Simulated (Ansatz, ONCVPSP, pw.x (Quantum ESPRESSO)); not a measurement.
**Rh (bcc): variants of one ONCV potential in the solid**

- Element: rhodium
- Generator: ONCVPSP 4.0.1.1 (patched build)
- Type: optimised norm-conserving Vanderbilt (ONCV)
- Functional: PBE
- Relativity: scalar-relativistic
- Frozen core: [Ar] 3d10
- Valence charge: 17
- Reference configuration: 4s2 4p6 4d7 5s2
- Partial waves: 4s+5s: rc 1.85 bohr, ncon 4, nbas 9, qcut 5.2 1/bohr, 2 projectors; 4p: rc 1.45 bohr, ncon 3, nbas 6, qcut 7.5 1/bohr, 1 projector; 4d: rc 2.20 bohr, ncon 4, nbas 9, qcut 8.2 1/bohr, 2 projectors, debl 3.2 Ha
- Local potential: polynomial inside 1.30 bohr (lpopt 5, dvloc0 2 Ha)
- Core correction: Teter function, fcfact 2.75, rcfact 1.1

Crystal test: bcc Rh in pw.x 7.5, no spin, 15³ k-points, Fermi–Dirac smearing 0.01 Ry, cutoffs set for each file from its atomic test. The reference is all-electron LAPW (Ansatz 0.2.0) with the same functional, mesh and smearing; V0 and B0 come from Birch–Murnaghan fits to the pressures at five volumes. Errors are pseudo minus all-electron; Δ is the rms difference of the E(V) curves that follow from these fits, minima aligned, over ±6 % about the mean V0. Mesh and smearing are coarse, so the numbers serve the comparison and aren't converged zero-temperature values; the lattice is a test structure that the element need not adopt.

All-electron: a0 = 3.074 Å (V0 = 14.52 Å³/atom), B0 = 228.7 GPa.

| change | cutoffs (Ry) | pw.x | a0 (Å) | a0 error (%) | B0 error (%) | Δ (meV/atom) | mean pressure error (GPa) |
| --- | --- | --- | --- | --- | --- | --- | --- |
| base | 60/240 | converged | 3.077 | +0.09 | -0.1 | 2.0 | +0.62 |
| core correction Teter function, fcfact 2.75, rcfact 1.84 | 60/240 | converged | 3.077 | +0.09 | -0.2 | 2.0 | +0.64 |
| s: ncon 3, nbas 8 | 60/240 | converged | 3.081 | +0.21 | -1.5 | 4.6 | +1.45 |
| reference 4s2 4p6 4d8 5s0.5 | 60/240 | converged | 3.078 | +0.14 | -0.1 | 3.0 | +0.96 |
| d: nbas 7 | 60/240 | converged | 3.077 | +0.09 | -0.1 | 2.0 | +0.62 |

Task: Give the row for: s: nproj 4.

Result: pw.x: converged; mean pressure error (GPa): +0.60; a0 (Å): 3.077; a0 error (%): +0.09; B0 error (%): -0.1; Δ (meV/atom): 1.9.
